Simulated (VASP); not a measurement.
# BeS in VASP 6.6.1, single-point calculation

INCAR

```
IBRION = -1
ISIF = 2
ALGO = Normal
LASPH = .TRUE.
METAGGA = R2SCAN
LWAVE = .FALSE.
ISYM = -1
NSW = 0
LREAL = .FALSE.
NBANDS = 11
LCHARG = .FALSE.
EDIFF = 1E-7
SIGMA = 0.01
PREC = Accurate
NELM = 120
ENCUT = 520
ISMEAR = 0
```

KPOINTS

```
KPOINTS created by Atomic Simulation Environment
0
Gamma
4 4 4
0 0 0
```

POSCAR

```
Be S
 1.0000000000000000
     0.0000000000000000    2.3288836828999999    2.3288836828999999
     2.3288836828999999    0.0000000000000000    2.3288836828999999
     2.3288836828999999    2.3288836828999999    0.0000000000000000
 Be  S
   1   1
Cartesian
  0.0000000000000000  0.0000000000000000  0.0000000000000000
  2.3288836828999999  2.3288836828999999  2.3288836828999999
```

The recommended PBE PAW datasets give the neutral cell 8 valence electrons.

Command

```
mpirun -np 1 vasp_std
```

Task: Predict the outcome of this run.

Result: It converged. Results: gap between bands v and c on the k mesh 1.58 eV; least direct gap on the k mesh 4.50 eV; pressure -0.3 GPa. Band v is the last that the valence electrons fill when counted band by band, and c is the next.

OSZICAR

```
N       E                     dE             d eps       ncg     rms          rms(c)
DAV:   1     0.130745259951E+02    0.13075E+02   -0.40009E+03  1408   0.648E+02
DAV:   2    -0.139107645133E+02   -0.26985E+02   -0.25732E+02  1884   0.114E+02
DAV:   3    -0.149689978921E+02   -0.10582E+01   -0.10551E+01  1786   0.221E+01
DAV:   4    -0.149741743718E+02   -0.51765E-02   -0.51756E-02  1753   0.182E+00
DAV:   5    -0.149742043995E+02   -0.30028E-04   -0.30027E-04  1765   0.133E-01    0.613E+00
DAV:   6    -0.133729042828E+02    0.16013E+01   -0.48437E-01  1516   0.437E+00    0.527E+00
DAV:   7    -0.134083208625E+02   -0.35417E-01   -0.87200E-02  1618   0.197E+00    0.217E+00
DAV:   8    -0.134166837891E+02   -0.83629E-02   -0.85679E-03  1576   0.786E-01    0.265E-01
DAV:   9    -0.134170850662E+02   -0.40128E-03   -0.12269E-03  1666   0.249E-01    0.207E-01
DAV:  10    -0.134170991069E+02   -0.14041E-04   -0.54773E-05  1466   0.708E-02    0.120E-01
DAV:  11    -0.134170950839E+02    0.40230E-05   -0.41431E-05  1555   0.277E-02    0.842E-03
DAV:  12    -0.134170953045E+02   -0.22055E-06   -0.19041E-06  1750   0.112E-02    0.869E-04
DAV:  13    -0.134170951863E+02    0.11813E-06   -0.83181E-08  1447   0.278E-03    0.250E-03
DAV:  14    -0.134170953648E+02   -0.17842E-06   -0.23146E-08   725   0.152E-03    0.320E-04
DAV:  15    -0.134170953561E+02    0.86155E-08   -0.27189E-09   731   0.644E-04
   1 F= -.13417095E+02 E0= -.13417095E+02  d E =-.385258E-22
```

Standard output (part)

```
POSCAR found type information on POSCAR BeS
 POSCAR found :  2 types and       2 ions
 LDA part: xc-table for (None), standard interpolation
 POSCAR, INCAR and KPOINTS ok, starting setup
 WAVECAR not read
 entering main loop
```

These settings aren't sound, so the numbers aren't properties of the crystal.

On sound settings r²SCAN gives a gap of 1.38 eV on its mesh and a pressure of -1.8 GPa for the intended cell.
